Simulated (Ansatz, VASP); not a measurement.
## CaSe in VASP and in Ansatz

```
CELL_PARAMETERS angstrom
0.00000 2.97897 2.97897
2.97897 0.00000 2.97897
2.97897 2.97897 0.00000
ATOMIC_POSITIONS crystal
Ca 0.00000 0.00000 0.00000
Se 0.50000 0.50000 0.50000
```

Alike in both runs: functional PBE; k mesh 8 × 8 × 8; no spin polarisation.

Ansatz relaxed the structure, and its values are those at the end. VASP's run is a single point on that final structure, the one shown.

```csv
,VASP,Ansatz
version,VASP 6.6.1,Ansatz 0.2.0
potentials or method,"VASP PAW PBE potentials, release 64 (Ca_sv, Se)","scalar-relativistic, plane waves, PAW"
plane-wave cutoff (eV),520,420
occupations,"gaussian, width 0.01 eV",fixed
valence electrons in the cell,16,26
```

VASP gave:

```
gap on the k mesh at the Fermi level (eV) : 2.07
least direct gap on the mesh (eV)         : 2.99
pressure (GPa)                            : 0.2
```

Question: Estimate Ansatz's values.

Answer: gap on the k mesh at the Fermi level (eV): 2.08; least direct gap on the mesh (eV): 3.00; pressure (GPa): 0.0.

The two sets of potentials don't hold the same shells in valence.

A k mesh can miss the band edges.
